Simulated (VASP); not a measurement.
Output of a VASP run:

File OUTCAR:
```
 ion  position               nearest neighbor table
   1  0.000  0.000  0.000-   2 2.66   2 2.66   2 2.66   2 2.66   2 2.66   2 2.66   2 2.66   2 2.66
  LATTYP: Found a simple tetragonal cell.
 ALAT       =     2.6784315743
 C/A-ratio  =     1.3933115735
 Subroutine PRICEL returns:
 Original cell was already a primitive cell.
 Subroutine GETGRP returns: Found 16 space group operations
The static configuration has the point symmetry D_4h.
The dynamic configuration has the point symmetry D_4h.
The overall configuration has the point symmetry D_4h.
 Subroutine INISYM returns: Found 16 space group operations
 Subroutine IBZKPT returns following result:
 Found    216 irreducible k-points:

 Following reciprocal coordinates:
            Coordinates               Weight
  0.000000  0.000000  0.000000      1.000000
  0.071429  0.000000  0.000000      4.000000
  0.142857  0.000000  0.000000      4.000000
  0.214286  0.000000  0.000000      4.000000
  0.285714  0.000000  0.000000      4.000000
  0.357143  0.000000  0.000000      4.000000
  0.428571  0.000000  0.000000      4.000000
  0.500000  0.000000  0.000000      2.000000
  0.071429  0.071429  0.000000      4.000000
  0.142857  0.071429  0.000000      8.000000
  0.214286  0.071429  0.000000      8.000000
  0.285714  0.071429  0.000000      8.000000
  0.357143  0.071429  0.000000      8.000000
  0.428571  0.071429  0.000000      8.000000
  0.500000  0.071429  0.000000      4.000000
  0.142857  0.142857  0.000000      4.000000
  0.214286  0.142857  0.000000      8.000000
  0.285714  0.142857  0.000000      8.000000
  0.357143  0.142857  0.000000      8.000000
  0.428571  0.142857  0.000000      8.000000
  0.500000  0.142857  0.000000      4.000000
  0.214286  0.214286  0.000000      4.000000
  0.285714  0.214286  0.000000      8.000000
  0.357143  0.214286  0.000000      8.000000
  0.428571  0.214286  0.000000      8.000000
  0.500000  0.214286  0.000000      4.000000
  0.285714  0.285714  0.000000      4.000000
  0.357143  0.285714  0.000000      8.000000
  0.428571  0.285714  0.000000      8.000000
  0.500000  0.285714  0.000000      4.000000
  0.357143  0.357143  0.000000      4.000000
  0.428571  0.357143  0.000000      8.000000
  0.500000  0.357143  0.000000      4.000000
  0.428571  0.428571  0.000000      4.000000
  0.500000  0.428571  0.000000      4.000000
  0.500000  0.500000  0.000000      1.000000
  0.000000  0.000000  0.100000      2.000000
  0.071429  0.000000  0.100000      8.000000
  0.142857  0.000000  0.100000      8.000000
  0.214286  0.000000  0.100000      8.000000
   k-points           NKPTS =    216   k-points in BZ     NKDIM =    216   number of bands    NBANDS=     14
   number of dos      NEDOS =    301   number of ions     NIONS =      2
   total plane-waves  NPLWV =  11200
   dimension x,y,z NGX =    20 NGY =   20 NGZ =   28
   dimension x,y,z NGXF=    40 NGYF=   40 NGZF=   56
   ions per type =               1   1
   PREC   = accura    normal or accurate (medium, high low for compatibility)
   ISTART =      0    job   : 0-new  1-cont  2-samecut
   ICHARG =      2    charge: 1-file 2-atom 10-const
   ISPIN  =      2    spin polarized calculation?
   LNONCOLLINEAR =      F non collinear calculations
   LSORBIT =      F    spin-orbit coupling
   INIWAV =      1    electr: 0-lowe 1-rand  2-diag
   ENCUT  =  520.0 eV  38.22 Ry    6.18 a.u.   4.98  4.98  6.94*2*pi/ulx,y,z
   NELM   =    100;   NELMIN=  2; NELMDL= -5     # of ELM steps
   EDIFF  = 0.1E-06   stopping-criterion for ELM
   LREAL  =      F    real-space projection
   NLSPLINE    = F    spline interpolate recip. space projectors
   LMAXMIX     =    6 max onsite mixed and CHGCAR
   VOSKOWN=      0    Vosko Wilk Nusair interpolation
   EDIFFG = -.1E-01   stopping-criterion for IOM
   NSW    =     30    number of steps for IOM
   NBLOCK =      1;   KBLOCK =     30    inner block; outer block
...
```

**OSZICAR**
```
       N       E                     dE             d eps       ncg     rms          rms(c)
DAV:   1     0.511356623440E+02    0.51136E+02   -0.91548E+03 12188   0.154E+03
DAV:   2    -0.664567420576E+02   -0.11759E+03   -0.10810E+03 12738   0.293E+02
DAV:   3    -0.708390249144E+02   -0.43823E+01   -0.42198E+01 14082   0.699E+01
DAV:   4    -0.708974505712E+02   -0.58426E-01   -0.58367E-01 15134   0.689E+00
DAV:   5    -0.708990499849E+02   -0.15994E-02   -0.15993E-02 14912   0.118E+00    0.192E+01
DAV:   6    -0.693363396557E+02    0.15627E+01   -0.28059E+01 12504   0.135E+02    0.302E+01
DAV:   7    -0.650206185676E+02    0.43157E+01   -0.12017E+01 15018   0.992E+01    0.750E+00
DAV:   8    -0.650161395606E+02    0.44790E-02   -0.67323E-01 13342   0.102E+01    0.419E+00
DAV:   9    -0.649884222217E+02    0.27717E-01   -0.31690E-01 14298   0.124E+01    0.140E+00
DAV:  10    -0.650094563617E+02   -0.21034E-01   -0.43414E-02 12896   0.251E+00    0.574E-01
DAV:  11    -0.650125674825E+02   -0.31111E-02   -0.37510E-03 14262   0.122E+00    0.274E-01
DAV:  12    -0.650137872414E+02   -0.12198E-02   -0.20722E-03 13528   0.708E-01    0.117E-01
DAV:  13    -0.650143847697E+02   -0.59753E-03   -0.53509E-04 15084   0.382E-01    0.694E-02
DAV:  14    -0.650144835161E+02   -0.98746E-04   -0.13299E-04 17450   0.178E-01    0.436E-02
DAV:  15    -0.650146131747E+02   -0.12966E-03   -0.24077E-04 16226   0.245E-01    0.363E-02
DAV:  16    -0.650146966794E+02   -0.83505E-04   -0.10408E-04 16600   0.146E-01    0.370E-02
DAV:  17    -0.650147728359E+02   -0.76157E-04   -0.10047E-04 16460   0.176E-01    0.320E-02
DAV:  18    -0.650148882045E+02   -0.11537E-03   -0.63386E-04 16022   0.434E-01    0.234E-02
DAV:  19    -0.650148782043E+02    0.10000E-04   -0.84962E-04 17010   0.457E-01    0.178E-02
DAV:  20    -0.650149379558E+02   -0.59752E-04   -0.20513E-04 16842   0.246E-01    0.684E-03
DAV:  21    -0.650149382608E+02   -0.30501E-06   -0.12839E-05 16836   0.569E-02    0.339E-03
DAV:  22    -0.650149399014E+02   -0.16406E-05   -0.43429E-06 16412   0.355E-02    0.156E-03
DAV:  23    -0.650149400187E+02   -0.11729E-06   -0.13947E-06 14636   0.185E-02    0.916E-04
DAV:  24    -0.650149400009E+02    0.17750E-07   -0.10664E-07  6814   0.495E-03
   1 F= -.65014940E+02 E0= -.65015158E+02  d E =-.650149E+02  mag=     2.4021
```

File OUTCAR:
```
------------------------ aborting loop because EDIFF is reached ----------------------------------------
  FORCE on cell =-STRESS in cart. coord.  units (eV):
  Direction    XX          YY          ZZ          XY          YZ          ZX
  --------------------------------------------------------------------------------------
  Total       -0.1287014     -0.1287014     -0.1204952      0.0000000      0.0000000      0.0000000
  in kB       -7.7020069     -7.7020069     -7.2109175      0.0000000      0.0000000      0.0000000
  external PRESSURE =      -7.5383105 kB  Pullay stress =       0.0000000 kB
  volume of cell :       26.77
      direct lattice vectors                 reciprocal lattice vectors
     2.678431574  0.000000000  0.000000000     0.373352827  0.000000000  0.000000000
     0.000000000  2.678431574  0.000000000     0.000000000  0.373352827  0.000000000
     0.000000000  0.000000000  3.731889711     0.000000000  0.000000000  0.267960759
 POSITION                                       TOTAL-FORCE (eV/Angst)
 -----------------------------------------------------------------------------------
      0.00000      0.00000      0.00000         0.000000      0.000000      0.000000
      1.33922      1.33922      1.86594         0.000000      0.000000      0.000000
 -----------------------------------------------------------------------------------
    total drift:                               -0.000000      0.000000      0.000000
  FREE ENERGIE OF THE ION-ELECTRON SYSTEM (eV)
  ---------------------------------------------------
  free  energy   TOTEN  =       -65.0149400009 eV

  energy  without entropy=      -65.0155947497  energy(sigma->0) =      -65.01515825

 total charge

# of ion       s       p       d       tot
------------------------------------------
    1        0.428   0.462   7.154   8.044
    2        0.721   0.670   8.067   9.458
--------------------------------------------------
tot          1.149   1.132  15.222  17.503

 magnetization (x)

# of ion       s       p       d       tot
------------------------------------------
    1        0.006  -0.019   2.156   2.144
    2       -0.016  -0.078   0.417   0.323
--------------------------------------------------
tot         -0.010  -0.097   2.574   2.467

 reached required accuracy - stopping structural energy minimisation
```
(Selected blocks of OUTCAR.)

File POSCAR:
```
CoPt
1
    2.6784315743     0.0000000000     0.0000000000
    0.0000000000     2.6784315743     0.0000000000
    0.0000000000     0.0000000000     3.7318897112
Co Pt
1 1
Direct
  0.0000000000   0.0000000000   0.0000000000
  0.5000000000   0.5000000000   0.5000000000
```

Problem. Reconstruct the remaining input files.

Solution. This is not unique; one that fits is the input of the run itself, r2SCAN meta-GGA, plane waves, VASP's PBE PAW potentials (set 64).

INCAR:
```
SYSTEM = CoPt
PREC = Accurate
ENCUT = 520
EDIFF = 1E-7
NELM = 100
ALGO = Normal
LREAL = .FALSE.
LASPH = .TRUE.
ISMEAR = 1
SIGMA = 0.1
METAGGA = R2SCAN
LMIXTAU = .TRUE.
LMAXMIX = 6
ISPIN = 2
MAGMOM = 2.2 0.3
LORBIT = 10
LWAVE = .FALSE.
LCHARG = .FALSE.
ISIF = 4
IBRION = 2
NSW = 30
EDIFFG = -0.01
```

### KPOINTS
```
Automatic mesh
0
Gamma
  14 14 10
```

POTCAR, in this order: Co Pt (PBE.64 set). Program: vasp_std.

The compound is CoPt in the L1_0 structure. It was relaxed first.
